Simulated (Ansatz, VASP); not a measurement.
**Si in VASP and in Ansatz**

INCAR

```
SYSTEM = Si
ALGO = Fast ; EDIFF = 1E-6
ENCUT = 520 ; GGA = PE
ISIF = 2 ; ISMEAR = 0
LASPH = .TRUE. ; LCHARG = .TRUE.
LELF = .TRUE. ; LREAL = Auto
LVHAR = .TRUE. ; LWAVE = .FALSE.
NBANDS = 63 ; NELM = 100
PREC = Accurate ; SIGMA = 0.1
```

KPOINTS

```
k-points
0
G
  4 4 4
  0 0 0
```

The input POSCAR:

```
Si
1.0
   -5.0252946700      5.0252946700      5.0252946700
    5.0252946700     -5.0252946700      5.0252946700
    5.0252946700      5.0252946700     -5.0252946700
Si
23
Direct
    0.8306587900      0.5586276600      0.5586276600
    0.1693412100      0.7279688700      0.7279688700
    0.0000000000      0.4413723400      0.2720311300
    0.5586276600      0.5586276600      0.8306587900
    0.0000000000      0.2720311300      0.4413723400
    0.7279688700      0.7279688700      0.1693412100
    0.4413723400      0.2720311300      0.0000000000
    0.2720311300      0.4413723400      0.0000000000
    0.5586276600      0.8306587900      0.5586276600
    0.2720311300      0.0000000000      0.4413723400
    0.4413723400      0.0000000000      0.2720311300
    0.7279688700      0.1693412100      0.7279688700
    0.0000000000      0.0000000000      0.0000000000
    0.7284812400      0.7284812400      0.7284812400
    0.2715187600      0.0000000000      0.0000000000
    0.0000000000      0.2715187600      0.0000000000
    0.0000000000      0.0000000000      0.2715187600
    0.2500000000      0.7500000000      0.5000000000
    0.7500000000      0.2500000000      0.5000000000
    0.7500000000      0.5000000000      0.2500000000
    0.2500000000      0.5000000000      0.7500000000
    0.5000000000      0.2500000000      0.7500000000
    0.5000000000      0.7500000000      0.2500000000
```

Input for Ansatz:

```yaml
crystal:
  lattice:
    - [-5.02529467, 5.02529467, 5.02529467]
    - [5.02529467, -5.02529467, 5.02529467]
    - [5.02529467, 5.02529467, -5.02529467]
  atoms:
    - { symbol: Si, position: [0.83065879, 0.55862766, 0.55862766] }
    - { symbol: Si, position: [0.16934121, 0.72796887, 0.72796887] }
    - { symbol: Si, position: [0.0, 0.44137234, 0.27203113] }
    - { symbol: Si, position: [0.55862766, 0.55862766, 0.83065879] }
    - { symbol: Si, position: [0.0, 0.27203113, 0.44137234] }
    - { symbol: Si, position: [0.72796887, 0.72796887, 0.16934121] }
    - { symbol: Si, position: [0.44137234, 0.27203113, 0.0] }
    - { symbol: Si, position: [0.27203113, 0.44137234, 0.0] }
    - { symbol: Si, position: [0.55862766, 0.83065879, 0.55862766] }
    - { symbol: Si, position: [0.27203113, 0.0, 0.44137234] }
    - { symbol: Si, position: [0.44137234, 0.0, 0.27203113] }
    - { symbol: Si, position: [0.72796887, 0.16934121, 0.72796887] }
    - { symbol: Si, position: [0.0, 0.0, 0.0] }
    - { symbol: Si, position: [0.72848124, 0.72848124, 0.72848124] }
    - { symbol: Si, position: [0.27151876, 0.0, 0.0] }
    - { symbol: Si, position: [0.0, 0.27151876, 0.0] }
    - { symbol: Si, position: [0.0, 0.0, 0.27151876] }
    - { symbol: Si, position: [0.25, 0.75, 0.5] }
    - { symbol: Si, position: [0.75, 0.25, 0.5] }
    - { symbol: Si, position: [0.75, 0.5, 0.25] }
    - { symbol: Si, position: [0.25, 0.5, 0.75] }
    - { symbol: Si, position: [0.5, 0.25, 0.75] }
    - { symbol: Si, position: [0.5, 0.75, 0.25] }
basis:
  ecutwfc: 420
kpoints:
  mp_grid: { grid: [4, 4, 4] }
hamiltonian:
  xc: pbe
scf:
  occupations: { method: gaussian, width: 0.1 }
  lower_state_search: "off"
output:
  forces: true
  stress: true
  eigenvalues: true
```

Alike in both runs: task single point; functional PBE; k mesh 4 × 4 × 4; occupations gaussian, width 0.1 eV; no spin polarisation.

```csv
,VASP,Ansatz
version,VASP 6.6.1,Ansatz 0.2.0
potentials or method,"VASP PAW PBE potentials, release 64 (Si)","scalar-relativistic, plane waves, PAW"
plane-wave cutoff (eV),520,420
valence electrons in the cell,92,92
```

Ansatz gave:

* gap on the k mesh at the Fermi level (eV): 1.42
* least direct gap on the mesh (eV): 1.51
* pressure (GPa): 1.3
* rms of the force components (eV/Å): 0.016

Problem. What did VASP give for the same quantities?

Solution. gap on the k mesh at the Fermi level (eV): 1.42; least direct gap on the mesh (eV): 1.52; pressure (GPa): 1.3; rms of the force components (eV/Å): 0.017.

Atom by atom the forces differ by 0.001 eV/Å (rms over components).

A k mesh can miss the band edges. As with any semilocal functional, this PBE gap is likely too small.
